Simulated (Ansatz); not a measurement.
# Hf2COF MXene monolayer in a perpendicular field, part 2 of 2

Wanted: the out-of-plane response of the Hf2COF MXene monolayer. A positive field points along +c.

Ansatz 0.2.0; plane-wave DFT, PBE-D3(BJ), Ansatz PAW (set soft_1); PAW set soft_1.

So far. Step 2 (Relaxing the slab): The lattice constant a goes from 3.289 to 3.244 Å.

**3. Single point, field 0**

A sawtooth potential applies the field, turning back in the middle of the vacuum. With the dipole correction the typed value is the field outside the slab. The induced dipole is small, so the SCF threshold is tight.

The cell differs from the one that the last finished run ended in (c 40.572 → 22.930 Å).

input.yaml

```yaml
crystal:
  lattice:
    - [3.2442179305, 0.0, 0.0]
    - [-1.6221089652, 2.8095751432, 0.0]
    - [0.0, 0.0, 22.929686215]
  atoms:
    - { symbol: F, position: [0.3333333333, 0.6666666667, 0.3925042809] }
    - { symbol: Hf, position: [0.6666666667, 0.3333333333, 0.4508973587] }
    - { symbol: C, position: [0.0, 0.0, 0.5033850156] }
    - { symbol: Hf, position: [0.3333333333, 0.6666666667, 0.5647945565] }
    - { symbol: O, position: [0.6666666667, 0.3333333333, 0.6074957191] }
kpoints:
  mp_grid: { grid: [18, 18, 1] }
  band_path:
    path: [[0, 0, 0], [0.5, 0, 0], [0.33333333, 0.33333333, 0], [0, 0, 0]]
    npoints: 16
hamiltonian:
  xc: pbe
  dispersion: d3bj
  pseudopotentials: { kind: paw, azcp: { folder: soft_1 } }
scf:
  occupations: { method: fermi_dirac, width: 0.02585 }
  convergence: { dr2_threshold: 1.0e-10 }
efield:
  axis: 3
  dipole_correction: true
  ramp_position: 0.97
  ramp_width: 0.06
  amplitude: 0
output:
  dos: { projected: true, e_range: [-6, 5] }
  write_potential: true
  write_density: true
  volumetric_format: npy
  elf: true
```

Run with:

```
ansatz run input.yaml --threads 2 --pin off --max-ram 3072MiB --backend cpu --events-out ev --progress --plain --runs-dir out
```

Numbers of over 12 decimals in the logs are rounded to 6 here.

Log:

```text
[...]
Crystal: 5 atoms, lattice volume = 209.001 Å³
Basis set: ecut = 420 eV, 4169 PW (Γ)
Bands: 42, of which v1, the nominal top of the filled ones, is band 35 counted from 1 (34 counted from 0)
Symmetry: 6 space group operations
[...]
k-points: 37 of 324 (time reversal used)
[...]
SCF iter   1: F=—  HF=-33083.428139 eV  |F-HF|=—  |Δ(HF+E_count)|=         —  Δρ=8.45e-2  dr2=2.30e1  ethr=3.10e-3  p=0.000 e·Å  D=1.23e-6 V/Å  ΔV_dip=-0.00 eV  dr2_dipole=5.93e-1  V_vac-E_F(+/−)=7.14/7.14 eV  ⟨swp⟩=8.6  Hψ=6775  notcnv=0
efield: sawtooth ramp at fractional position 0.9700 (set: `efield.ramp_position`, or a place that a band, a saddle search or an elastic batch's reference lends), width 0.0600; the density the first Hamiltonian is built on has a dipole p = 0.000 e·Å; the dipole correction subtracts the counter field D = 1.23e-6 V/Å, which shifts the + side's vacuum level by -0.00 eV against the − side's; the planar-averaged density in the ramp window peaks in size at 4.4e-6 e/Å³
[...]
SCF iter   2: F=—  HF=-33082.826964 eV  |F-HF|=—  |Δ(HF+E_count)|=   6.01e-1  Δρ=9.72e-2  dr2=2.24e1  ethr=3.10e-3  p=-0.053 e·Å  D=-4.62e-2 V/Å  ΔV_dip=1.06 eV  dr2_dipole=5.19e-3  V_vac-E_F(+/−)=2.46/1.40 eV  ⟨swp⟩=4.7  Hψ=4690  notcnv=0  defer=74
[...]
SCF iter  14: F=-33077.651040 eV  HF=-33077.651040 eV  |F-HF|=5.82e-11  |Δ(HF+E_count)|=  2.91e-10  Δρ=1.38e-7  dr2=4.02e-11  ethr=1.00e-12  p=-0.092 e·Å  D=-7.97e-2 V/Å  ΔV_dip=1.83 eV  dr2_dipole=9.12e-13  V_vac-E_F(+/−)=5.15/3.33 eV  ⟨swp⟩=16.3  Hψ=8250  notcnv=0
SCF 1 converged in 14 iterations: F = -33077.651040 eV  dr2 = 4.02e-11
[...]
NSCF: frozen V_eff on 49 k-points
efield: sawtooth ramp at fractional position 0.9700 (kept from the solve that this one continues, or follows in the run), width 0.0600; the density the first Hamiltonian is built on has a dipole p = -0.092 e·Å; the dipole correction subtracts the counter field D = -7.97e-2 V/Å, which shifts the + side's vacuum level by +1.83 eV against the − side's; the planar-averaged density in the ramp window peaks in size at 4.5e-6 e/Å³
[...]
SCF converged after 14 iterations
Free energy (F): -33077.651040 eV
[...]
Internal energy: -33077.647142 eV  (E = F + TS)
E sigma→0 (E₀):  -33077.649091 eV
Entropy (-TS):   -0.003898 eV (-0.780 meV/atom)
Fermi energy:    2.003139 eV
Dipole field:    D = -0.079703 V/Å  (p = -0.092059 e·Å, saw-weighted, corrected)
Work function:   Φ+ = 5.1541 eV   Φ− = 3.3266 eV
Levels:          The Fermi level and band energies are counted from a zero that moves with the ramp; work functions are not
[...]
--- Band table (eV; the first three rows and the last of 37) ---
  k-point 0: bands = [... 31 lower, -1.4546, -0.3367, -0.3367, 2.9503, 2.9503, 2.9939, 3.6790, 5.1108, ... 3 higher]
  k-point 1: bands = [... 31 lower, -1.4041, -0.4858, -0.3678, 2.7174, 2.9998, 3.2032, 3.6608, 5.1088, ... 3 higher]
  k-point 2: bands = [... 31 lower, -1.3254, -0.8299, -0.4504, 2.4331, 3.1553, 3.2947, 3.7502, 5.1115, ... 3 higher]
  k-point 36: bands = [... 31 lower, -1.9724, -1.6831, -1.4648, 2.9675, 3.7593, 4.1514, 5.4261, 5.5040, ... 3 higher]
```

It took 31 s on 2 threads of Arm Neoverse V2, shared host; peak memory 0.64 GiB; 61 s of CPU time.

Reading the cycles: dr2 is the Hartree energy of the density residual (eV), the measure of convergence; HF is the Harris–Foulkes estimate of the energy, which meets the free energy F at convergence.

This step gave:

```yaml
energy_at_zero_smearing: -33077.6491 eV
work_function_upper_face: 5.154 eV
work_function_lower_face: 3.327 eV
dipole_along_the_normal: -0.09206 e·Å
step_between_the_vacuum_levels: 1.828 eV
```

Running mean over a fixed 2.7 Å (it still follows the layers) of the planar mean; the ramp of the sawtooth is left out. Table of electron's electrostatic potential energy less the Fermi level by z:

```csv
z (Å),electron's electrostatic potential energy less the Fermi level (eV)
4,3.33
5,3.33
6,3.32
7,3.17
8,0.199
9,-4.98
10,-9.58
11,-9.84
12,-9.70
13,-9.24
14,-5.01
15,1.32
16,4.94
17,5.15
18,5.15
19,5.15
```

The density of states has structure finer than the step of the table below, so its rows give means over 0.2 eV, whole bins alone (the curve runs from -6 to 1.99 eV). Peaks (eV: height): -5.34: 6.23, -5.20: 6.60, -4.81: 6.69, -4.18: 15.0, -3.68: 7.00, -3.44: 5.75, -3.02: 5.69.

The density of states by energy, zero at the Fermi level; means over each step:

energy (eV), density of states (states/eV a cell) and a bar:
```
     -5.8        4.5 ####################
     -5.6        0.5 ##
     -5.4        1.4 ######
     -5.2        4.7 #####################
     -5.0        4.2 ##################
     -4.8        5.5 ########################
     -4.6        3.1 ##############
     -4.4        0.9 ####
     -4.2        6.8 ##############################
     -4.0        1.3 ######
     -3.8        0.7 ###
     -3.6        4.2 ##################
     -3.4        4.2 ###################
     -3.2        3.0 #############
     -3.0        3.9 #################
     -2.8        3.8 #################
     -2.6        1.3 ######
     -2.4        0.7 ###
     -2.2        0.0 
     -2.0        0.0 
     -1.8        0.0 
     -1.6        0.0 
     -1.4        0.0 
     -1.2        0.0 
     -1.0        0.0 
     -0.8        0.1 
     -0.6        1.4 ######
     -0.4        1.4 ######
     -0.2        1.4 ######
      0.0        1.4 ######
      0.2        1.8 ########
      0.4        1.4 ######
      0.6        0.9 ####
      0.8        1.3 ######
      1.0        1.7 #######
      1.2        1.7 ########
      1.4        1.6 #######
      1.6        1.8 ########
      1.8        1.6 #######
```

Projected DOS per atom over height of the atomic layer and energy from the Fermi level. Layers: F Hf C Hf O from below.

Ten even steps from '0' (0.00 states/eV) to '9' (2.64 states/eV), each cell a mean:
```
04010
03010
04010
02010
03010
02010
02010
01000
00000
00000
00000
00000
01200
02613
02514
02412
01313
01213
00339
00249
00012
01235
```
Columns: height of the atomic layer (Å) from 9 to 13.9 (not evenly spaced); rows upwards: energy from the Fermi level (eV) from -5.96 to 1.96.

Electronic bands along the path, in eV, zero at the Fermi level:

```
  point  band 31  band 32  band 33  band 34  band 35  band 36  band 37  band 38
      Γ    -5.26    -3.46    -2.34    -2.34     0.95     0.95     0.99     1.68
halfway    -4.89    -4.08    -3.09    -2.69    -0.30     1.38     2.06     2.49
      M    -4.53    -4.15    -3.69    -2.69    -0.72     2.44     3.41     4.07
halfway    -4.40    -4.26    -3.70    -3.12    -0.05     2.30     2.82     3.33
      K    -4.93    -3.98    -3.69    -3.47     0.96     1.76     2.15     3.42
halfway    -4.84    -4.06    -3.25    -2.98     0.34     0.56     2.49     2.99
      Γ    -5.26    -3.46    -2.34    -2.34     0.95     0.95     0.99     1.68
```

Electrostatic potential energy in the ca plane at fractional y = 0.333, with atoms of Hf and O within 0.2 Å of it. With pseudopotentials it is smooth inside the atoms' cores, unlike the true potential.

Values in eV, 5 rows by 16 columns, each cell a mean:
```
  6   6   6   6   6   4  -4 -26 -12   1  -4  -9   7   7   7   7
  6   6   6   6   5   4 -10 -25 -20   2 -10 -28   6   7   7   7
  6   6   6   6   6   4  -5 -26 -12   1  -5 -10   7   7   7   7
  6   6   6   6   6   5   1  -4   0  -4 -11   2   6   7   7   7
  6   6   6   6   6   5   1  -3   0  -4 -11   2   6   7   7   7
```
Columns run along c (16.0 Å, from fractional 0.13 to 0.83 of the cell; values clipped at the 3rd and 97th percentile), rows up along a (3.2 Å). Atoms in or near the plane, at fractional coordinates: Hf at (0.45, 0.67), O at (0.61, 0.67).

ELF in the ca plane at fractional y = 0.333, with atoms of Hf and O within 0.2 Å of it. It is the smooth field of the valence electrons, not physical close to the nuclei.

Values, 5 rows by 16 columns, each cell a mean:
```
0.00 0.00 0.00 0.00 0.00 0.04 0.13 0.60 0.33 0.25 0.38 0.75 0.36 0.02 0.00 0.00
0.00 0.00 0.00 0.00 0.00 0.01 0.24 0.83 0.46 0.18 0.59 0.66 0.51 0.04 0.00 0.00
0.00 0.00 0.00 0.00 0.00 0.05 0.14 0.62 0.33 0.24 0.39 0.75 0.37 0.02 0.00 0.00
0.00 0.00 0.00 0.00 0.01 0.23 0.33 0.16 0.53 0.34 0.20 0.20 0.07 0.00 0.00 0.00
0.00 0.00 0.00 0.00 0.01 0.23 0.34 0.16 0.55 0.34 0.19 0.17 0.06 0.00 0.00 0.00
```
Columns run along c (16.0 Å, from fractional 0.13 to 0.83 of the cell), rows up along a (3.2 Å). Atoms in or near the plane, at fractional coordinates: Hf at (0.45, 0.67), O at (0.61, 0.67).

Valence density in the ca plane at fractional y = 0.333, with atoms of Hf and O within 0.2 Å of it. It is the smooth field of the valence electrons, not physical close to the nuclei.

Values in e/Å³, 5 rows by 16 columns, each cell a mean:
```
 0  0  0  0  3  4  0  0  2  0  0  0  0  0  0  0
 0  0  0  0 13 19  0  0  5  1  0  0  0  0  0  0
 0  0  0  0  3  4  0  0  2  0  0  0  0  0  0  0
 0  0  0  0  0  0  0  1  0  0  0  0  0  0  0  0
 0  0  0  0  0  0  0  1  0  0  0  0  0  0  0  0
```
Columns run along c (16.0 Å, from fractional 0.24 to 0.94 of the cell), rows up along a (3.2 Å). Atoms in or near the plane, at fractional coordinates: Hf at (0.45, 0.67), O at (0.61, 0.67).

The work function of the upper face is 5.15 eV.

**4. Atoms held, field 0.1 V/Å**

Changes to input.yaml since step 3:

```diff
@@ -26,7 +26,6 @@
   dipole_correction: true
-  ramp_position: 0.97
-  ramp_width: 0.06
-  amplitude: 0
+  ramp_position: 0.9333
+  ramp_width: 0.1421
+  amplitude: 0.1
 output:
-  dos: { projected: true, e_range: [-6, 5] }
   write_potential: true
@@ -34,2 +33 @@
   volumetric_format: npy
-  elf: true
```

Log:

```text
[...]
Crystal: 5 atoms, lattice volume = 209.001 Å³
Basis set: ecut = 420 eV, 4169 PW (Γ)
Bands: 42, of which v1, the nominal top of the filled ones, is band 35 counted from 1 (34 counted from 0)
Symmetry: 6 space group operations
[...]
k-points: 37 of 324 (time reversal used)
[...]
k-point 0: bands = [... 31 lower, -1.4487, -0.3398, -0.3398, 2.9468, 2.9468, 2.9644, 3.6250, 5.0362, ... 3 higher]
  k-point 1: bands = [... 31 lower, -1.3984, -0.4888, -0.3707, 2.7048, 2.9961, 3.1918, 3.5994, 5.0141, ... 3 higher]
  k-point 2: bands = [... 31 lower, -1.3212, -0.8317, -0.4530, 2.4242, 3.1510, 3.2906, 3.6816, 5.0538, ... 3 higher]
  k-point 36: bands = [... 31 lower, -1.9635, -1.6860, -1.4516, 2.9587, 3.7525, 4.1413, 5.4268, 5.5127, ... 3 higher]
[key lines of the parts left out:]
SCF converged after 14 iterations
Free energy (F): -33077.643228 eV
Fermi energy:    1.999519 eV
Dipole field:    D = -0.055559 V/Å  (p = -0.064171 e·Å, saw-weighted, corrected)
```

The job ended after 30 s (2 threads; peak memory 0.62 GiB).

The dipole is -0.0642 e·Å, 0.0279 e·Å from its value without field.

**5. Single point, field -0.1 V/Å**

Changes to input.yaml since step 4:

```diff
@@ -28,3 +28,3 @@
   ramp_width: 0.1421
-  amplitude: 0.1
+  amplitude: -0.1
 output:
```

Log:

```text
[...]
Crystal: 5 atoms, lattice volume = 209.001 Å³
Basis set: ecut = 420 eV, 4169 PW (Γ)
Bands: 42, of which v1, the nominal top of the filled ones, is band 35 counted from 1 (34 counted from 0)
Symmetry: 6 space group operations
[...]
k-points: 37 of 324 (time reversal used)
[...]
k-point 0: bands = [... 31 lower, -1.4768, -0.3501, -0.3501, 2.9373, 2.9373, 3.0023, 3.7136, 5.0940, ... 3 higher]
  k-point 1: bands = [... 31 lower, -1.4261, -0.4992, -0.3813, 2.7121, 2.9870, 3.1958, 3.7022, 5.1109, ... 3 higher]
  k-point 2: bands = [... 31 lower, -1.3461, -0.8445, -0.4644, 2.4249, 3.1431, 3.2818, 3.7966, 5.1118, ... 3 higher]
  k-point 36: bands = [... 31 lower, -1.9976, -1.6967, -1.4944, 2.9599, 3.7497, 4.1450, 5.4090, 5.4788, ... 3 higher]
[key lines of the parts left out:]
SCF converged after 14 iterations
Free energy (F): -33077.661640 eV
Fermi energy:    1.990258 eV
Dipole field:    D = -0.103843 V/Å  (p = -0.119940 e·Å, saw-weighted, corrected)
```

Wall time 30 s (2 threads); peak memory 0.62 GiB; 60 s of CPU time.

The dipole is -0.120 e·Å, -0.0279 e·Å from its value without field.

**6. Response, atoms held**

This step: plane-wave DFT, PBE-D3(BJ), Ansatz PAW (set soft_1); response to a field along the normal, atoms held; PAW set soft_1 (Ansatz 0.2.0).

The dipoles give the slope, and the difference of two potentials shows where the field is screened.

Numbers from this step:

```
equivalent conductor thickness p/(ε₀AE) : 5.536 Å
distance between the outer atoms        : 4.930 Å
```

Table of dipole of the cell by applied field:

```
applied field (V/Å)  dipole of the cell (e·Å)
            -0.1000                    -0.120
             0.0000                   -0.0921
             0.1000                   -0.0642
```

Local field over the applied field, running mean. From the potentials at -0.1 and 0.1 V/Å; running mean over 2.5 Å. Local field over applied field against z:

| z (Å) | local field over applied field |
| --- | --- |
| 4.5 | 1.000 |
| 5.0 | 1.000 |
| 5.5 | 0.999 |
| 6.0 | 0.995 |
| 6.5 | 0.984 |
| 7.0 | 0.949 |
| 7.5 | 0.867 |
| 8.0 | 0.747 |
| 8.5 | 0.601 |
| 9.0 | 0.446 |
| 9.5 | 0.294 |
| 10.0 | 0.180 |
| 10.5 | 0.100 |
| 11.0 | 0.0543 |
| 11.5 | 0.0372 |
| 12.0 | 0.0408 |
| 12.5 | 0.0612 |
| 13.0 | 0.115 |
| 13.5 | 0.207 |
| 14.0 | 0.344 |
| 14.5 | 0.510 |
| 15.0 | 0.680 |
| 15.5 | 0.826 |
| 16.0 | 0.928 |
| 16.5 | 0.976 |
| 17.0 | 0.993 |
| 17.5 | 0.998 |
| 18.0 | 0.999 |
| 18.5 | 1.000 |

The induced electron density oscillates, so the rows of the table below give means over windows of 0.5 Å about each position, cut where the curve ends. Its maxima inside the range that stand out by 2 % of the span (Å: e/Å³ per V/Å): 8.46: 0.00313, 9.17: 0.00212, 10.18: 0.00148, 11.03: 4.8e-4, 12.75: 2.4e-4, 14.04: -0.00151. Its minima: 8.89: 0.00150, 9.60: 7.2e-4, 10.75: 3.4e-4, 12.18: -9.0e-4, 13.76: -0.00199, 14.62: -0.00358.

Electrons, planar mean, per unit field. The induced electron density by z; means over each step:

```
z (Å)  induced electron density (e/Å³ per V/Å)
  4.5                                   4.1e-7
  5.0                                   1.4e-6
  5.5                                   4.9e-6
  6.0                                   1.8e-5
  6.5                                   6.5e-5
  7.0                                   2.3e-4
  7.5                                   7.4e-4
  8.0                                  0.00202
  8.5                                  0.00273
  9.0                                  0.00181
  9.5                                  0.00107
 10.0                                  0.00114
 10.5                                   7.9e-4
 11.0                                   4.1e-4
 11.5                                   4.5e-5
 12.0                                  -6.5e-4
 12.5                                  -3.5e-4
 13.0                                   1.4e-5
 13.5                                 -0.00107
 14.0                                 -0.00182
 14.5                                 -0.00320
 15.0                                 -0.00246
 15.5                                 -0.00104
 16.0                                  -3.5e-4
 16.5                                  -1.1e-4
 17.0                                  -3.0e-5
 17.5                                  -8.3e-6
 18.0                                  -2.2e-6
 18.5                                  -5.8e-7
```

By hand: between -0.1 and 0.1 V/Å the dipole changes by 0.05577 e·Å, a slope of 0.2788 e·Å²/V. A perfect conductor of thickness t has p = ε₀AEt, so t = 180.95 × 0.2788 / 9.115 = 5.54 Å (e/ε₀ = 180.95 V·Å, A in Å²).

The induced dipole is that of a conductor 5.54 Å thick.

**7. Outcome**

```json
{
 "gap without field": "none",
 "work function, upper face": "5.15 eV",
 "step between the vacuum levels": "1.83 eV",
 "equivalent conductor thickness, atoms held": "5.54 Å"
}
```

The induced dipole equals that of a perfect conductor 5.54 Å thick, while the outer atoms lie 4.93 Å apart. The two faces differ: the vacuum level above lies 1.83 eV higher than the one below. There is no gap over 0.03 eV, with or without the field. The first relaxation ran with spin and lost its moment, and the later runs have none; other magnetic states were not tried. Spin-orbit coupling is left out, which matters for the bands of elements this heavy. The MXene's terminations sit over the metal atoms of its far layer; the site over carbon or nitrogen, which some compounds prefer, was not run.

[Logs are printed without paths, hosts, clocks, repeated set-up lines and the standing remarks that a program may print on its own settings, such as how far it seeks lower states.]

[Hosts, paths, dates, database ids (printed as entryN), source tags and the programs' standing remarks are cut or masked in the printed files.]

[Maps of the electrostatic potential energy from Ansatz leave out the sawtooth potential of an applied field or a dipole correction, so their vacuum need not be flat; planar profiles and work functions include it.]

[The density of states shown here was stored with 400 of the rows of the run's finer table, so its peaks can read low, often by over a quarter, or be missed, and its means over a window can be off by a tenth or more.]
